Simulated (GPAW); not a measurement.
Wanted: an ASE script for a GPAW 26.7.0 run.

```
Task                : band structure
Functional          : LDA
Potentials or basis : the program's PAW data sets (release 1.2.1) made for this functional
Cutoff              : 600 eV
Basis               : pw
k mesh              : 10 × 10 × 10
Occupations         : fermi-dirac, width 0.05 eV
Spin                : collinear spin, ferromagnetic start
Starting moments    : [3.0] μB
Maxiter             : 150
Band path           : GHNGPH,PN
Band points         : 60
```

Crystal: Fe.

```xyz
1
Lattice="-1.4430 1.4430 1.4430 1.4430 -1.4430 1.4430 1.4430 1.4430 -1.4430" Properties=species:S:1:pos:R:3 pbc="T T T"
Fe    0.0000    0.0000    0.0000
```

One way to write it, as run:

run.py

```python
from ase.dft.bandgap import bandgap
from ase.io import write
from ase.spacegroup import crystal
from ase.units import GPa
from gpaw import GPAW, PW

# Fe 2a
atoms = crystal(['Fe'],
                basis=[[0.0, 0.0, 0.0]],
                spacegroup=229, setting=1,  # Im-3m
                cellpar=[2.886, 2.886, 2.886, 90.0, 90.0, 90.0],
                primitive_cell=True)
atoms.set_initial_magnetic_moments([3.0])

calc = GPAW(mode=PW(600),
            xc='LDA',
            kpts={'size': (10, 10, 10), 'gamma': True},
            occupations={'name': 'fermi-dirac', 'width': 0.05},
            nbands=12,
            convergence={'density': 1e-05, 'energy': 1e-05},
            maxiter=150,
            txt='gpaw.txt')
atoms.calc = calc
energy = atoms.get_potential_energy()
forces = atoms.get_forces()
stress = atoms.get_stress()
calc.write('gs.gpw')
write('result.traj', atoms)
print(f'Energy: {energy:.6f} eV')
print('Forces (eV/A):')
print(forces.round(4))
print('Stress (GPa):', (stress / GPa).round(3))
print('Moments:', calc.get_magnetic_moments().round(3))
print('Fermi level:', round(calc.get_fermi_level(), 4), 'eV')
print(f'Gap: {bandgap(calc)[0]:.4f} eV, direct: {bandgap(calc, direct=True)[0]:.4f} eV')

path = atoms.cell.bandpath('GHNGPH,PN', npoints=60, eps=1e-4)
bs_calc = calc.fixed_density(kpts=path, symmetry='off', nbands=19,
                             convergence={'bands': 'CBM+6.0', 'eigenstates': 1e-6}, txt='bands.txt')
bs = bs_calc.band_structure()
bs.write('bs.json')
print(f'Gap on the path: {bandgap(bs_calc)[0]:.4f} eV')
```

Potentials or basis: the program's PAW data sets (release 1.2.1) made for this functional, pw.

Command:

```sh
$ OMP_NUM_THREADS=1 python run.py
```

Results of the run:

```
Pressure                : -26.6 GPa
Band gap along the path : none (metal or under the smearing width)
Net moment              : 2.14 μB per cell
Site moments            : Fe +2.16 μB
```

Caveat: so large a pressure means that the cell lies far from this level's equilibrium, or that cutoff or potentials fall short.

Run time: 11 s on 1 thread of Intel(R) Xeon(R) 6985P-C CPU @ 2.30GHz (Granite Rapids) (shared host), peak memory 0.17 GiB.
